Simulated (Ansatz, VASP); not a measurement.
# One calculation of SiC (Moissanite 3C), two programs

```
Si C
1.0
     0.00000    2.17900    2.17900
     2.17900    0.00000    2.17900
     2.17900    2.17900    0.00000
Si C
1 1
Direct
  0.00000 0.00000 0.00000
  0.75000 0.75000 0.75000
```

Alike in both runs: task relaxation of cell and atoms; functional LDA; k mesh 10 × 10 × 10; occupations fermi-dirac, width 0.05 eV; no spin polarisation.

|  | VASP | Ansatz |
| --- | --- | --- |
| version | VASP 6.6.1 | Ansatz 0.2.0 |
| potentials or method | VASP PAW LDA potentials, release 64 (Si, C) | Ansatz PAW |
| plane-wave cutoff (eV) | 600 | 420 |
| valence electrons in the cell | 8 | 8 |

Ansatz gave:

| Quantity | Value |
| --- | --- |
| gap on the k mesh at the Fermi level, each at its own relaxed structure (eV) | 1.30 |
| relaxed volume (Å³/atom) | 10.14 |
| relaxed cell length with the largest relative difference (Å) | 3.061 |
| energy change over the relaxation (meV/atom) | -3 |

Question: What did VASP give for the same quantities?

Answer: gap on the k mesh at the Fermi level, each at its own relaxed structure (eV): 1.29; relaxed volume (Å³/atom): 10.15; relaxed cell length with the largest relative difference (Å): 3.062; energy change over the relaxation (meV/atom): -3.

Caveats: the plane-wave basis is chosen anew once the cell has moved, so the energies of steps on either side of that aren't comparable (Ansatz); the pressure holds a Pulay correction of +0.4 GPa for the finite cutoff (Ansatz); the PAW data sets come from PBE, with cores solved anew for the run's functional, which leaves a small shift of forces and pressure (Ansatz). A k mesh can miss the band edges. Zero-point motion and thermal expansion aren't in these numbers. A hybrid or GW would open this gap; LDA tends to underestimate it.
